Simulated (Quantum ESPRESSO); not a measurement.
# Zr (P6_3/mmc) in Quantum ESPRESSO: single point with PBEsol+rVV10

Aim: the single point of Zr with PBEsol+rVV10.

Program: Quantum ESPRESSO 7.5. These are calculated values, not measurements. Logs are shortened: lines on timing, memory, paths and dates and some standing lists are left out, and cuts for length are marked.

**1. The undisturbed crystal**

It takes space group P6_3/mmc (No. 194, hexagonal). Conventional cell: a = 3.232 Å, b = 3.232 Å, c = 5.147 Å, α = 90.00°, β = 90.00°, γ = 120.00°. Zr (site symmetry -6m2) is surrounded by 12 Zr at 3.18 to 3.23 Å.

**2. Single point, PBEsol+rVV10, collinear spin, antiferromagnetic start (atoms moved at random, drawn with an rms of 0.02 Å)**

Contents of pw.in:

```
&CONTROL
  calculation = 'scf'
  prefix = 'pwscf'
  outdir = './tmp'
  pseudo_dir = './pseudo'
  tprnfor = .true.
  tstress = .true.
  disk_io = 'nowf'
  verbosity = 'high'
/
&SYSTEM
  ibrav = 0
  nat = 2
  ntyp = 2
  ecutwfc = 66
  nbnd = 22
  input_dft = 'sla+pw+psx+psc+vv10'
  occupations = 'smearing'
  smearing = 'fd'
  degauss = 0.00367493
  nspin = 2
  starting_magnetization(1) = 0.0417
  starting_magnetization(2) = -0.0417
/
&ELECTRONS
  conv_thr = 4d-10
  electron_maxstep = 120
  mixing_beta = 0.3
/
ATOMIC_SPECIES
Zr1   91.2240 Zr.upf
Zr2   91.2240 Zr.upf
CELL_PARAMETERS angstrom
   3.2320000000    0.0000000000    0.0000000000
  -1.6160000000    2.7989941050    0.0000000000
   0.0000000000    0.0000000000    5.1470000000
ATOMIC_POSITIONS crystal
Zr1    0.6694070000    0.3264020000    0.7484920000
Zr2    0.3303850000    0.6665370000    0.2489370000
K_POINTS automatic
8 8 4 0 0 0
```

Potentials or basis: PseudoDojo 0.5 SR PBE stringent.

The run is started by

```
$ OMP_NUM_THREADS=1 pw.x -in pw.in > pw.out
```

pw.out:

```text
This program is part of the open-source Quantum ESPRESSO suite
     for quantum simulation of materials; please cite
         "P. Giannozzi et al., J. Phys.:Condens. Matter 21 395502 (2009);
         "P. Giannozzi et al., J. Phys.:Condens. Matter 29 465901 (2017);
         "P. Giannozzi et al., J. Chem. Phys. 152 154105 (2020);
     in publications or presentations arising from this work. More details at

     IMPORTANT: XC functional enforced from input :
     Exchange-correlation= SLA+PW+PSX+PSC+VV10
                           (   1   4  10   8  26   0   0)
     Any further DFT definition will be discarded
     Please, verify this is what you really want

     G-vector sticks info
     --------------------
     sticks:   dense  smooth     PW     G-vecs:    dense   smooth      PW
     Sum         673     673    199                22815    22815    3681

     Using Slab Decomposition

     bravais-lattice index     =            0
     lattice parameter (alat)  =       6.1076  a.u.
     unit-cell volume          =     314.2130 (a.u.)^3
     number of atoms/cell      =            2
     number of atomic types    =            2
     number of electrons       =        24.00
     number of Kohn-Sham states=           22
     kinetic-energy cutoff     =      66.0000  Ry
     charge density cutoff     =     264.0000  Ry
     scf convergence threshold =      4.0E-10
     mixing beta               =       0.3000
     number of iterations used =            8  plain     mixing
     Exchange-correlation= SLA+PW+PSX+PSC+VV10
                           (   1   4  10   8  26   0   0)

     celldm(1)=   6.107595  celldm(2)=   0.000000  celldm(3)=   0.000000
     celldm(4)=   0.000000  celldm(5)=   0.000000  celldm(6)=   0.000000

     crystal axes: (cart. coord. in units of alat)
               a(1) = (   1.000000   0.000000   0.000000 )
               a(2) = (  -0.500000   0.866025   0.000000 )
               a(3) = (   0.000000   0.000000   1.592512 )

     reciprocal axes: (cart. coord. in units 2 pi/alat)
               b(1) = (  1.000000  0.577350 -0.000000 )
               b(2) = (  0.000000  1.154701  0.000000 )
               b(3) = (  0.000000 -0.000000  0.627939 )

     PseudoPot. # 1 for Zr read from file:
     Zr.upf
     Pseudo is Norm-conserving + core correction, Zval = 12.0
     Generated using ONCVPSP code by D. R. Hamann
     Using radial grid of 1622 points,  6 beta functions with:
                l(1) =   0
                l(2) =   0
                l(3) =   1
                l(4) =   1
                l(5) =   2
                l(6) =   2

     PseudoPot. # 2 for Zr read from file:
     Zr.upf
     Pseudo is Norm-conserving + core correction, Zval = 12.0
     Generated using ONCVPSP code by D. R. Hamann
     Using radial grid of 1622 points,  6 beta functions with:
                l(1) =   0
                l(2) =   0
                l(3) =   1
                l(4) =   1
                l(5) =   2
                l(6) =   2

     atomic species   valence    mass     pseudopotential
     Zr1              12.00    91.22400     Zr( 1.00)
     Zr2              12.00    91.22400     Zr( 1.00)

     Starting magnetic structure
     atomic species   magnetization
     Zr1             0.042
     Zr2            -0.042

     No symmetry found

                                    s                        frac. trans.

      isym =  1     identity

 cryst.   s( 1) = (     1          0          0      )
                  (     0          1          0      )
                  (     0          0          1      )

 cart.    s( 1) = (  1.0000000  0.0000000  0.0000000 )
                  (  0.0000000  1.0000000  0.0000000 )
                  (  0.0000000  0.0000000  1.0000000 )

   Cartesian axes

     site n.     atom                  positions (alat units)
         1        Zr1    tau(   1) = (   0.5062060   0.2826724   1.1919828  )
         2        Zr2    tau(   2) = (  -0.0028835   0.5772380   0.3964353  )

   Crystallographic axes

     site n.     atom                  positions (cryst. coord.)
         1        Zr1    tau(   1) = (  0.6694070  0.3264020  0.7484920  )
         2        Zr2    tau(   2) = (  0.3303850  0.6665370  0.2489370  )

     number of k points=   132  Fermi-Dirac smearing, width (Ry)=  0.0037
                       cart. coord. in units 2pi/alat
        k(    1) = (   0.0000000   0.0000000   0.0000000), wk =   0.0039062
        k(    2) = (   0.0000000   0.0000000   0.1569847), wk =   0.0078125
        k(    3) = (   0.0000000   0.0000000  -0.3139693), wk =   0.0039062
        k(    4) = (   0.0000000   0.1443376   0.0000000), wk =   0.0078125
        k(    5) = (   0.0000000   0.1443376   0.1569847), wk =   0.0078125
        k(    6) = (   0.0000000   0.1443376  -0.3139693), wk =   0.0078125
[... 124 lines left out ...]
        k(  131) = (  -0.3750000   0.5051815  -0.3139693), wk =   0.0078125
        k(  132) = (   0.6250000   0.0721688  -0.3139693), wk =   0.0078125

                       cryst. coord.
        k(    1) = (   0.0000000   0.0000000   0.0000000), wk =   0.0039062
        k(    2) = (   0.0000000   0.0000000   0.2500000), wk =   0.0078125
        k(    3) = (   0.0000000   0.0000000  -0.5000000), wk =   0.0039062
        k(    4) = (   0.0000000   0.1250000   0.0000000), wk =   0.0078125
        k(    5) = (   0.0000000   0.1250000   0.2500000), wk =   0.0078125
        k(    6) = (   0.0000000   0.1250000  -0.5000000), wk =   0.0078125
[... 124 lines left out ...]
        k(  131) = (  -0.3750000   0.6250000  -0.5000000), wk =   0.0078125
        k(  132) = (   0.6250000  -0.2500000  -0.5000000), wk =   0.0078125

     Dense  grid:    22815 G-vectors     FFT dimensions: (  32,  32,  54)

     Generating pointlists ...
     new r_m :   0.4041 (alat units)  2.4679 (a.u.) for type    1
     new r_m :   0.4041 (alat units)  2.4679 (a.u.) for type    2

     Initial potential from superposition of free atoms

     starting charge      23.9953, renormalised to      24.0000

Carrying out rVV10 run using the following parameters:
Nqs =      20    Nr_points =    1024   r_max =   100.000
b_value =  6.30000    beta =  0.00901
     q_mesh =  0.00010000  0.00030000  0.00058939  0.00100810
               0.00161396  0.00249058  0.00375900  0.00559430
               0.00824984  0.01209221  0.01765183  0.02569619
               0.03733578  0.05417739  0.07854596  0.11380545
               0.16482331  0.23864234  0.34545298  0.50000000

Gradients computed in Reciprocal space

     ----------------------------------------------------------------

     Non-local correlation energy =              0.134884866545691

     ----------------------------------------------------------------

     Starting wfcs are   20 randomized atomic wfcs +    2 random wfcs

     Self-consistent Calculation

     iteration #  1     ecut=    66.00 Ry     beta= 0.30
     Davidson diagonalization with overlap

---- Real-time Memory Report at c_bands before calling an iterative solver
           294 MiB given to the printing process from OS
           274 MiB allocation reported by mallinfo(arena+hblkhd)
------------------
     ethr =  1.00E-02,  avg # of iterations =  3.6

     Threshold (ethr) on eigenvalues was too large:
     Diagonalizing with lowered threshold

     Davidson diagonalization with overlap

---- Real-time Memory Report at c_bands before calling an iterative solver
           300 MiB given to the printing process from OS
           278 MiB allocation reported by mallinfo(arena+hblkhd)
------------------
     ethr =  2.00E-04,  avg # of iterations =  2.1
[... 255 lines left out ...]
     Non-local correlation energy =              0.132120285507893

     ----------------------------------------------------------------

     Magnetic moment per site  (integrated on atomic sphere of radius R)
     atom   1 (R=0.404)  charge= 10.2280  magn=  0.0000
     atom   2 (R=0.404)  charge= 10.2279  magn= -0.0000

     End of self-consistent calculation

 ------ SPIN UP ------------

          k = 0.0000 0.0000 0.0000 (  2839 PWs)   bands (ev):

   -34.6709 -34.5125 -13.2574 -12.3766 -12.3640 -12.2303 -12.2265 -12.2209
     8.2755  10.9092  14.7992  14.8396  14.9672  15.1480  15.4974  15.5489
    16.0230  16.1777  18.3294  18.5257  23.1103  24.5392
[... 1442 lines left out ...]
     occupation numbers
     1.0000   1.0000   1.0000   1.0000   1.0000   1.0000   1.0000   1.0000
     1.0000   1.0000   1.0000   1.0000   0.7967   0.7925   0.0000   0.0000
     0.0000   0.0000   0.0000   0.0000   0.0000   0.0000

 ------ SPIN DOWN ----------

          k = 0.0000 0.0000 0.0000 (  2839 PWs)   bands (ev):

   -34.6709 -34.5125 -13.2574 -12.3766 -12.3640 -12.2303 -12.2265 -12.2209
     8.2755  10.9092  14.7992  14.8396  14.9672  15.1480  15.4974  15.5489
    16.0230  16.1777  18.3294  18.5257  23.1103  24.5392
[... 1442 lines left out ...]
     occupation numbers
     1.0000   1.0000   1.0000   1.0000   1.0000   1.0000   1.0000   1.0000
     1.0000   1.0000   1.0000   1.0000   0.7967   0.7925   0.0000   0.0000
     0.0000   0.0000   0.0000   0.0000   0.0000   0.0000

     the Fermi energy is    14.0016 ev

!    total energy              =    -202.01017516 Ry
     estimated scf accuracy    <          4.7E-11 Ry
     smearing contrib. (-TS)   =      -0.00112240 Ry
     internal energy E=F+TS    =    -202.00905276 Ry

     The total energy is F=E-TS. E is the sum of the following terms:
     one-electron contribution =     -35.51700091 Ry
     hartree contribution      =      27.16857842 Ry
     xc contribution           =     -39.52460982 Ry
     ewald contribution        =    -154.13602046 Ry

     total magnetization       =     0.00 Bohr mag/cell
     absolute magnetization    =     0.00 Bohr mag/cell

     convergence has been achieved in  13 iterations

     ----------------------------------------------------------------

     Non-local correlation energy =              0.132120285507893

     ----------------------------------------------------------------

     Forces acting on atoms (cartesian axes, Ry/au):

     atom    1 type  1   force =    -0.00110295    0.00071200    0.00035036
     atom    2 type  2   force =     0.00110295   -0.00071200   -0.00035036
     The non-local contrib.  to forces
     atom    1 type  1   force =     0.00100854   -0.00065215   -0.00006798
     atom    2 type  2   force =    -0.00100848    0.00065212    0.00006801
     The ionic contribution  to forces
     atom    1 type  1   force =    -0.03154611    0.02069502    0.04474179
     atom    2 type  2   force =     0.03154611   -0.02069502   -0.04474179
     The local contribution  to forces
     atom    1 type  1   force =     0.02946619   -0.01935047   -0.04435333
     atom    2 type  2   force =    -0.02946628    0.01935038    0.04435348
     The core correction contribution to forces
     atom    1 type  1   force =    -0.00003477    0.00002157    0.00002964
     atom    2 type  2   force =     0.00003476   -0.00002157   -0.00002959
     The Hubbard contrib.    to forces
     atom    1 type  1   force =     0.00000000    0.00000000    0.00000000
     atom    2 type  2   force =     0.00000000    0.00000000    0.00000000
     The SCF correction term to forces
     atom    1 type  1   force =     0.00000321   -0.00000203    0.00000037
     atom    2 type  2   force =    -0.00000315    0.00000203   -0.00000035

     Total force =     0.001922     Total SCF correction =     0.000005

     Computing stress (Cartesian axis) and pressure

     ----------------------------------------------------------------

     Non-local correlation energy =              0.132120285507893

     ----------------------------------------------------------------

          total   stress  (Ry/bohr**3)                   (kbar)     P=      -51.19
  -0.00035625   0.00001273  -0.00000006          -52.41        1.87       -0.01
   0.00001273  -0.00033951   0.00000004            1.87      -49.94        0.01
  -0.00000006   0.00000004  -0.00034816           -0.01        0.01      -51.22

     kinetic stress (kbar)  17966.77      2.07      0.01
                                2.07  17969.49     -0.01
                                0.01     -0.01  17877.69

     local   stress (kbar)  -6730.34   -116.14      0.37
                             -116.14  -6880.35     -0.25
                                0.37     -0.25  -7802.71

     nonloc. stress (kbar)  13776.81     -1.67     -0.00
                               -1.67  13774.66      0.00
                               -0.00      0.00  13737.97

     hartree stress (kbar)   4102.67     37.59     -0.10
                               37.59   4151.21      0.06
                               -0.10      0.06   4465.64

     exc-cor stress (kbar)   3013.13      0.11     -0.00
                                0.11   3013.27      0.00
                               -0.00      0.00   3013.92

     corecor stress (kbar)  -7830.10      0.13      0.00
                                0.13  -7829.94     -0.00
                                0.00     -0.00  -7825.88

     ewald   stress (kbar) -24366.27     79.83     -0.29
                               79.83 -24263.17      0.19
                               -0.29      0.19 -23532.41

     hubbard stress (kbar)      0.00      0.00      0.00
                                0.00      0.00      0.00
                                0.00      0.00      0.00

     DFT-D   stress (kbar)      0.00      0.00      0.00
                                0.00      0.00      0.00
                                0.00      0.00      0.00

     XDM     stress (kbar)      0.00      0.00      0.00
                                0.00      0.00      0.00
                                0.00      0.00      0.00

     dft-nl  stress (kbar)     14.93     -0.04      0.00
                               -0.04     14.88     -0.00
                                0.00     -0.00     14.57

     TS-vdW  stress (kbar)      0.00      0.00      0.00
                                0.00      0.00      0.00
                                0.00      0.00      0.00

     MDB     stress (kbar)      0.00      0.00      0.00
                                0.00      0.00      0.00
                                0.00      0.00      0.00

     3D-RISM stress (kbar)      0.00      0.00      0.00
                                0.00      0.00      0.00
                                0.00      0.00      0.00

=------------------------------------------------------------------------------=
   JOB DONE.
=------------------------------------------------------------------------------=
```

It took 3.8 min on 1 thread of Arm Neoverse V2, shared host; peak memory 0.35 GiB.

Results:

| Item | Value |
| --- | --- |
| Free energy | -2748.4885 eV |
| Pressure | -5.1 GPa |
| Largest force | 0.035 eV/Å |
| Band gap on the k mesh | none (metal or under the smearing width) |
| Net moment | 0.00 μB per cell |
| Absolute moment | 0.00 μB per cell |
| Valence electrons inside the program's atomic spheres | Zr 10.23 |

Forces in eV/Å, atoms in the order of the input:
```
Zr  -0.028  0.018  0.009
Zr   0.028 -0.018 -0.009
```

Levels at points of the mesh, in eV from the Fermi level:
Spin up:
| k point | band 8 | band 9 | band 10 | band 11 | band 12 | band 13 | band 14 | band 15 | band 16 | band 17 |
| --- | --- | --- | --- | --- | --- | --- | --- | --- | --- | --- |
| (0.00, 0.00, 0.00) | -26.22 | -5.73 | -3.09 | 0.80 | 0.84 | 0.97 | 1.15 | 1.50 | 1.55 | 2.02 |
| (0.00, 0.00, -0.50) | -26.30 | -4.01 | -4.01 | 0.00 | 0.02 | 0.71 | 0.71 | 0.73 | 0.74 | 3.89 |
| (0.00, -0.50, 0.00) | -26.34 | -2.62 | -2.54 | -2.16 | -0.26 | 0.49 | 0.68 | 1.40 | 4.88 | 5.29 |
| (0.00, -0.50, -0.50) | -26.46 | -2.94 | -2.94 | -1.10 | -1.09 | 1.60 | 1.60 | 2.17 | 2.19 | 5.13 |
| (0.50, -0.50, 0.00) | -26.34 | -2.63 | -2.61 | -2.25 | -0.22 | 0.46 | 0.86 | 1.46 | 4.92 | 5.28 |
| (-0.50, 0.00, 0.00) | -26.34 | -2.62 | -2.55 | -2.17 | -0.26 | 0.49 | 0.69 | 1.40 | 4.89 | 5.29 |
| (0.50, -0.50, -0.50) | -26.46 | -2.91 | -2.91 | -1.11 | -1.10 | 1.58 | 1.59 | 2.16 | 2.17 | 5.14 |
| (-0.50, 0.00, -0.50) | -26.46 | -2.94 | -2.94 | -1.10 | -1.09 | 1.60 | 1.60 | 2.17 | 2.19 | 5.13 |
Spin down:
```
             k point  band 8  band 9  band 10  band 11  band 12  band 13  band 14  band 15  band 16  band 17
  (0.00, 0.00, 0.00)  -26.22   -5.73    -3.09     0.80     0.84     0.97     1.15     1.50     1.55     2.02
 (0.00, 0.00, -0.50)  -26.30   -4.01    -4.01     0.00     0.02     0.71     0.71     0.73     0.74     3.89
 (0.00, -0.50, 0.00)  -26.34   -2.62    -2.54    -2.16    -0.26     0.49     0.68     1.40     4.88     5.29
(0.00, -0.50, -0.50)  -26.46   -2.94    -2.94    -1.10    -1.09     1.60     1.60     2.17     2.19     5.13
 (0.50, -0.50, 0.00)  -26.34   -2.63    -2.61    -2.25    -0.22     0.46     0.86     1.46     4.92     5.28
 (-0.50, 0.00, 0.00)  -26.34   -2.62    -2.55    -2.17    -0.26     0.49     0.69     1.40     4.89     5.29
(0.50, -0.50, -0.50)  -26.46   -2.91    -2.91    -1.11    -1.10     1.58     1.59     2.16     2.17     5.14
(-0.50, 0.00, -0.50)  -26.46   -2.94    -2.94    -1.10    -1.09     1.60     1.60     2.17     2.19     5.13
```

Caveat: the potentials were made for another functional, which shifts forces and pressure; rVV10's parameter b was fitted to another functional; pairwise dispersion overbinds metals, which lowers pressure and volume.
